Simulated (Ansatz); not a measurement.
## What a trial cell of Al relaxes into

Level of theory: DFT PBE, scalar-relativistic, plane waves, PAW (Ansatz). Cutoff 420 eV, Gaussian smearing, Γ-centred meshes. Cell and atoms relax first on a coarse mesh and then on a finer one. In between, the cell is made exact in the group found at 0.06 Å. In metals the finer mesh still leaves noise of several meV/atom or more. The steps can't lower the symmetry of their start. No spin polarisation.

The guess for Al is a distorted database cell: Al type (P6_3/mmc) distorted into a subgroup (P2/m, No. 10) (largest shift (Å) 0.36).

```yaml
crystal:
  lattice:
    - [4.86271, 0.00000, 0.00000]
    - [0.00000, 2.79815, 0.00000]
    - [-0.09207, 0.00000, 4.89980]
  atoms:
    - { symbol: Al, position: [0.29026, 0.00000, 0.29119] }
    - { symbol: Al, position: [0.20767, 0.50000, 0.89394] }
    - { symbol: Al, position: [0.79233, 0.50000, 0.10606] }
    - { symbol: Al, position: [0.70974, 0.00000, 0.70881] }
```

Energies count from the standard state of Al at the same level.

Q: What does it relax into?

A: The symmetry goes from P2/m (No. 10) to P6_3/mmc (No. 194), and the primitive cell from 4 to 2 atoms. The end has the hcp type. The volume per atom stays near 16.6 Å³. The shortest distance goes from 2.29 Å (Al–Al) to 2.85 Å (Al–Al). The energy falls by about 0.44 eV/atom (the start's value is from the coarse mesh). The end is written in a standard setting, so origin, axes and order of atoms can differ from the start's. Conventional cell: a = 2.850 Å, c = 4.731 Å. Around Al lie 12 Al at 2.85–2.88 Å.

```
Al
1.0
     2.85039    0.00000    0.00000
    -1.42520    2.46851    0.00000
     0.00000    0.00000    4.73069
Al
2
Direct
  0.33333 0.66667 0.25000
  0.66667 0.33333 0.75000
```

Q: How does it come out in energy, and is it a metal?

A: The energy over the standard state is +0.03 eV/atom. The gap on the 22×22×12 mesh of the 2-atom cell is 0 eV (a metal).

So it is a metastable form at best.

The last run used Gaussian smearing of 0.10 eV. For metals, differences of a few meV/atom aren't resolved. A structure relaxed within its symmetry needn't be a true minimum.
